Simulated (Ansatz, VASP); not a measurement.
## AlN: VASP beside Ansatz

```
Al N
1.0
     0.00000    2.18399    2.18399
     2.18399    0.00000    2.18399
     2.18399    2.18399    0.00000
Al N
1 1
Cartesian
  0.0000 0.0000 0.0000
  3.2760 3.2760 3.2760
```

Measurements of this composition are mostly on another form, of space group No. 186.

Alike in both runs: task single point; functional PBEsol; k mesh 10 × 10 × 10; occupations gaussian, width 0.05 eV; no spin polarisation.

```csv
,VASP,Ansatz
version,VASP 6.6.1,Ansatz 0.2.0
potentials or method,"VASP PAW PBE potentials, release 64 (Al, N)","scalar-relativistic, plane waves, PAW"
plane-wave cutoff (eV),520,420
valence electrons in the cell,8,8
```

|  | VASP | Ansatz | Ansatz less VASP |
| --- | --- | --- | --- |
| gap on the k mesh at the Fermi level (eV) | 3.19 | 3.20 | +0.009 |
| least direct gap on the mesh (eV) | 4.13 | 4.12 | -0.016 |
| pressure (GPa) | 1.3 | 1.3 | +0.02 |

Caveats: the PAW data sets were made with another functional, which shifts forces and pressure a little (VASP). As with any semilocal functional, this PBEsol gap is likely too small. A k mesh can miss the band edges.
